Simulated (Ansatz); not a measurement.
Li: single point with PBE

Crystal: Li.

```xyz
1
Lattice="-1.7547 1.7547 1.7547 1.7547 -1.7547 1.7547 1.7547 1.7547 -1.7547" Properties=species:S:1:pos:R:3 pbc="T T T"
Li    0.0000    0.0000    0.0000
```

| Item | Value |
| --- | --- |
| Program | Ansatz 0.2.0 |
| Task | single point |
| Functional | PBE |
| Potentials or basis | Ansatz PAW |
| Cutoff | 420 eV (not typed: the program's choice for these potentials) |
| k mesh | 11 × 11 × 11 |
| Occupations | gaussian, width 0.028 eV |
| Spin | no spin polarisation |

| Quantity | Value |
| --- | --- |
| Pressure | -0.8 GPa |
| Band gap on the k mesh | none (metal or under the smearing width) |

Levels at points of the mesh, in eV from the Fermi level:
```
           k point  band 1  band 2  band 3  band 4  band 5
(0.00, 0.00, 0.00)  -46.61   -3.48   13.96   13.96   13.96
```

It took 0.65 s on 2 threads of Intel(R) Xeon(R) Processor @ 2.70GHz, on a shared host, peak memory 0.27 GiB.
